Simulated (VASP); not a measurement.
# TiTe2 (P-3m1) in VASP: notebook

Aim: see how the results for TiTe2 move with the level of theory and the settings. Levels: PBE+D3(BJ), PBE. Tasks: relaxation of cell and atoms.

All numbers are computed with VASP 6.6.1; they aren't measurements. Logs are shortened: lines on timing, memory, paths and dates and some standing lists are left out, and cuts for length are marked.

### 1 The crystal as given

Symmetry: P-3m1, No. 164, trigonal system. Conventional cell: a = 3.777 Å, b = 3.777 Å, c = 6.498 Å, α = 90.00°, β = 90.00°, γ = 120.00°. Around Ti (site symmetry -3m) lie 6 Te at 2.77 Å. Te (site symmetry 3m) has 3 Ti at 2.77 Å as nearest neighbours.

### 2 Relaxation of cell and atoms, PBE+D3(BJ)

Input file INCAR:

```
PREC     = Accurate       # precision mode
ENCUT    = 600            # plane-wave cutoff, eV
EDIFF    = 1E-6           # SCF threshold, eV
ISMEAR   = 1              # smearing method
SIGMA    = 0.1            # smearing width, eV
LREAL    = False          # projectors in reciprocal space
LASPH    = True           # aspherical terms in the spheres
NELM     = 80             # most SCF steps
ALGO     = Normal         # electronic algorithm
ISIF     = 3              # what is computed and relaxed
LWAVE    = False          # write WAVECAR
LCHARG   = False          # write CHGCAR
GGA      = PE             # functional
IVDW     = 12             # dispersion correction
IBRION   = 2              # ionic algorithm
NSW      = 90             # ionic steps
EDIFFG   = -0.01          # ionic threshold
KPAR     = 4
```

Input file KPOINTS:

```
Automatic mesh
0
Gamma
  12 12 6
```

Input file POSCAR:

```
TiTe2
1.0
    3.7770000000      0.0000000000      0.0000000000
   -1.8885000000      3.2709779501      0.0000000000
    0.0000000000      0.0000000000      6.4980000000
Ti Te
1 2
Direct
    0.0000000000      0.0000000000      0.0000000000
    0.6666666667      0.3333333333      0.2628000000
    0.3333333333      0.6666666667      0.7372000000
```

Potentials or basis: VASP PAW PBE potentials, release 64 (Ti_sv, Te).

On the command line:

```
$ cat potpaw_PBE.64/Ti_sv/POTCAR potpaw_PBE.64/Te/POTCAR > POTCAR
$ mpirun -np 4 vasp_std > vasp.out
```

OUTCAR:

```text
PREC = Accurate
   ENCUT = 600
   EDIFF = 1E-6
   ISMEAR = 1
   LREAL = False
   LASPH = True
   NELM = 80
   ISIF = 3
   GGA = PE
   IVDW = 12
   IBRION = 2
   NSW = 90
   EDIFFG = -0.01
 IVDW          = 12

 ion  position               nearest neighbor table
   1  0.000  0.000  0.000-   2 2.77   3 2.77   2 2.77   3 2.77   2 2.77   3 2.77
   2  0.667  0.333  0.263-   1 2.77   1 2.77   1 2.77
   3  0.333  0.667  0.737-   1 2.77   1 2.77   1 2.77

  LATTYP: Found a hexagonal cell.
 ALAT       =     3.7770000000
 C/A-ratio  =     1.7204130262

  Lattice vectors:

 A1 = (   3.7770000000,   0.0000000000,   0.0000000000)
 A2 = (  -1.8885000000,   3.2709779501,   0.0000000000)
 A3 = (   0.0000000000,   0.0000000000,   6.4980000000)

Analysis of symmetry for initial positions (statically):
=====================================================================
 Subroutine PRICEL returns:
 Original cell was already a primitive cell.

 Routine SETGRP: Setting up the symmetry group for a
 hexagonal supercell.

 Subroutine GETGRP returns: Found 12 space group operations
 (whereof 12 operations were pure point group operations)
 out of a pool of 24 trial point group operations.

The static configuration has the point symmetry D_3d.

Analysis of symmetry for dynamics (positions and initial velocities):
=====================================================================
 Subroutine PRICEL returns:
 Original cell was already a primitive cell.

 Routine SETGRP: Setting up the symmetry group for a
 hexagonal supercell.

 Subroutine GETGRP returns: Found 12 space group operations
 (whereof 12 operations were pure point group operations)
 out of a pool of 24 trial point group operations.

The dynamic configuration has the point symmetry D_3d.

 Subroutine INISYM returns: Found 12 space group operations
 (whereof 12 operations are pure point group operations),
 and found     1 'primitive' translations

----------------------------------------------------------------------------------------

                                     Primitive cell

  volume of cell :      80.2794

  direct lattice vectors                    reciprocal lattice vectors
     3.777000000  0.000000000  0.000000000     0.264760392  0.152859484  0.000000000
    -1.888500000  3.270977950  0.000000000     0.000000000  0.305718967  0.000000000
     0.000000000  0.000000000  6.498000000     0.000000000  0.000000000  0.153893506

  length of vectors
     3.777000000  3.777000000  6.498000000     0.305718967  0.305718967  0.153893506

[... 66 lines left out ...]
   total plane-waves  NPLWV =  48600
   dimension x,y,z NGX =    30 NGY =   30 NGZ =   54
   dimension x,y,z NGXF=    60 NGYF=   60 NGZF=  108
   ions per type =               1   2
   NGX,Y,Z   is equivalent  to a cutoff of  13.20, 13.20, 13.82 a.u.
   NGXF,Y,Z  is equivalent  to a cutoff of  26.41, 26.41, 27.63 a.u.
 SYSTEM =  unknown system
   PREC   = accura    normal or accurate (medium, high low for compatibility)
   ISTART =      0    job   : 0-new  1-cont  2-samecut
   ICHARG =      2    charge: 1-file 2-atom 10-const
   ISPIN  =      1    spin polarized calculation?
   LNONCOLLINEAR =      F non collinear calculations
   LSORBIT =      F    spin-orbit coupling
   LASPH  =      T    aspherical Exc in radial PAW
   ENCUT  =  600.0 eV  44.10 Ry    6.64 a.u.   7.54  7.54 12.98*2*pi/ulx,y,z
   NELM   =     80;   NELMIN=  2; NELMDL= -5     # of ELM steps
   EDIFF  = 0.1E-05   stopping-criterion for ELM
   LREAL  =      F    real-space projection
   EDIFFG = -.1E-01   stopping-criterion for IOM
   NSW    =     90    number of steps for IOM
   IBRION =      2    ionic relax: 0-MD 1-quasi-New 2-CG
   NFREE  =      1    steps in history (QN), initial steepest desc. (CG)
   ISIF   =      3    stress and relaxation
   ISYM   =      2    0-nonsym 1-usesym 2-fastsym
   POTIM  = 0.5000    time-step for ionic-motion
   TEBEG  =    0.0;   TEEND  =   0.0 temperature during run
   PSTRESS=    0.0 pullay stress
   NELECT =      24.0000    total number of electrons
   NUPDOWN=      -1.0000    fix difference up-down
   EMIN   =  10.00;   EMAX   =-10.00  energy-range for DOS
   EFERMI =   0.00;   METHOD = LEGACY
   ISMEAR =     1;   SIGMA  =   0.10  broadening in eV -4-tet -1-fermi 0-gaus
   EFERMI_NEDOS =   21; number of points for ismear=-14 and -15
   IALGO  =     38    algorithm
   IMIX   =      4    mixing-type and parameters
     AMIX     =   0.40;   BMIX     =  1.00
     AMIX_MAG =   1.60;   BMIX_MAG =  1.00
  volume/ion in A,a.u.               =      26.76       180.58
  Fermi-wavevector in a.u.,A,eV,Ry     =   1.094655  2.068597 16.303438  1.198269
  Thomas-Fermi vector in A             =   2.230964
   LORBIT       =      0    0 simple, 1 ext, 2 COOP (PROOUT), +10 PAW based schemes
   GGA     = PE    functional components
   LHFCALC =     F    Hartree Fock is set to
   AEXX    =    0.0000 exact exchange contribution
   IVDW    =    12    specifies the selected vdW correction
   LEPSILON=     F    determine dielectric tensor
   LRPA    =     F    only Hartree local field effects (RPA)
 conjugate gradient relaxation of ions
 non-spin polarized calculation
 Methfessel and Paxton  Order N= 1 SIGMA  =   0.10
  energy-cutoff  :      600.00
  volume of cell :       80.28
 maximum number of plane-waves:      2714
   NGX = 15   NGY = 15   NGZ = 25

--------------------------------------- Ionic step        1  -------------------------------------------

 number of electron      24.0000002 magnetization

 Free energy of the ion-electron system (eV)
  ---------------------------------------------------
  ext. energy  EPLUGINS =         0.00000000
  ---------------------------------------------------
  free energy    TOTEN  =       -16.20549979 eV

  energy without entropy =      -16.20529775  energy(sigma->0) =      -16.20543244

 E-fermi :   6.8599     XC(G=0):  -9.8602

 val. band max:        6.8577491423   @ k =   0.3333   0.0000   0.5000
 cond. band min:       6.8633287598   @ k =   0.4167   0.0000   0.0000
 fundamental gap:      0.0055796175
 Fermi energy:         6.8599300129

 k-point     1 :       0.0000    0.0000    0.0000
  band No.  band energies     occupation
      1     -50.6631      2.00000
      2     -26.9233      2.00000
      3     -26.9233      2.00000
      4     -26.8769      2.00000
      5      -5.5831      2.00000
      6      -4.0804      2.00000
[... 774 lines left out ...]
--------------------------------------- Ionic step        9  -------------------------------------------

 number of electron      24.0000000 magnetization

 Free energy of the ion-electron system (eV)
  ---------------------------------------------------
  ext. energy  EPLUGINS =         0.00000000
  ---------------------------------------------------
  free energy    TOTEN  =       -16.14641903 eV

  energy without entropy =      -16.14661362  energy(sigma->0) =      -16.14648389

 E-fermi :   7.6367     XC(G=0): -10.1805

 val. band max:        7.6346058251   @ k =   0.3333   0.0000   0.5000
 cond. band min:       7.6405184332   @ k =   0.0000   0.4167   0.1667
 fundamental gap:      0.0059126081
 Fermi energy:         7.6366833091

 k-point     1 :       0.0000    0.0000    0.0000
  band No.  band energies     occupation
      1     -49.7531      2.00000
      2     -26.0194      2.00000
      3     -26.0194      2.00000
      4     -25.9825      2.00000
      5      -5.1581      2.00000
      6      -3.4377      2.00000
[... 481 lines left out ...]
  FREE ENERGIE OF THE ION-ELECTRON SYSTEM (eV)
  ---------------------------------------------------
  free  energy   TOTEN  =       -17.7166214920 eV

  energy  without entropy=      -17.7168160825  energy(sigma->0) =      -17.71668636

 reached required accuracy - stopping structural energy minimisation
```

OSZICAR:

```text
N       E                     dE             d eps       ncg     rms          rms(c)
DAV:   1     0.186972940086E+03    0.18697E+03   -0.11828E+04  3200   0.155E+03
DAV:   2     0.292428553266E+00   -0.18668E+03   -0.18524E+03  3392   0.355E+02
DAV:   3    -0.179663540939E+02   -0.18259E+02   -0.17761E+02  5640   0.955E+01
[... 96 lines left out ...]
DAV:   4    -0.161462251707E+02    0.93871E-03   -0.53076E-03  3960   0.655E-01    0.116E-01
DAV:   5    -0.161462867843E+02   -0.61614E-04   -0.86381E-04  4864   0.174E-01    0.124E-01
DAV:   6    -0.161463960475E+02   -0.10926E-03   -0.20783E-04  5280   0.104E-01    0.276E-02
DAV:   7    -0.161464177952E+02   -0.21748E-04   -0.10699E-04  4592   0.534E-02    0.117E-02
DAV:   8    -0.161464193040E+02   -0.15089E-05   -0.13313E-05  4256   0.229E-02    0.833E-03
DAV:   9    -0.161464190250E+02    0.27903E-06   -0.10868E-06  1920   0.910E-03
   9 F= -.17716621E+02 E0= -.17716686E+02  d E =-.193979E-03
```

Run time: 4.7 min. Hardware: 4 MPI ranks of AMD EPYC 7R13 (Zen 3), shared host; peak memory 0.34 GiB.

Results:

| Quantity | Value |
| --- | --- |
| Free energy | -17.7166 eV |
| Relaxed volume | 25.14 Å³/atom |
| Relaxed cell | a = 3.698 Å, b = 3.698 Å, c = 6.367 Å, α = 90.00°, β = 90.00°, γ = 120.00° |
| Space group after relaxing (to 0.05 Å) | P-3m1 (No. 164) |
| Energy gained by relaxing | 12.1 meV/atom |
| Ionic steps | 9 |
| Pressure after relaxing | 0.0 GPa |
| Largest force after relaxing | 0.005 eV/Å |
| Band gap on the k mesh | none (metal or under the smearing width) |
| Dispersion energy per atom | -0.523 eV |

Forces in eV/Å, atoms in the order of the input:
```
Ti   0.000  0.000  0.000
Te   0.000  0.000 -0.005
Te   0.000  0.000  0.005
```

Stress tensor (GPa, compression positive):
```
-0.05  0.00  0.00
 0.00 -0.05  0.00
 0.00  0.00  0.03
```

Step by step:
| step | energy change (eV) | largest force (eV/Å) | pressure (GPa) | volume (Å³) |
| --- | --- | --- | --- | --- |
| 1 | 0.0000 | 0.0447 | -2.05 | 80.28 |
| 2 | -0.0162 | 0.4485 | 1.15 | 76.36 |
| 3 | -0.0195 | 0.3277 | 0.16 | 77.47 |
| 4 | -0.0287 | 0.2023 | 0.06 | 76.86 |
| 5 | -0.0320 | 0.0649 | -0.02 | 76.22 |
| 6 | -0.0340 | 0.0396 | -0.08 | 76.08 |
| 7 | -0.0362 | 0.0333 | -0.26 | 75.69 |
| 8 | -0.0352 | 0.0644 | 0.55 | 74.81 |
| 9 | -0.0364 | 0.0051 | -0.02 | 75.43 |

Final structure:
```
Ti Te
1.0
     3.69849    0.00000    0.00000
    -1.84925    3.20299    0.00000
     0.00000    0.00000    6.36744
Ti Te
1 2
Direct
  0.00000 0.00000 0.00000
  0.66667 0.33333 0.27172
  0.33333 0.66667 0.72828
```

(Continued in part 2 of 3.)
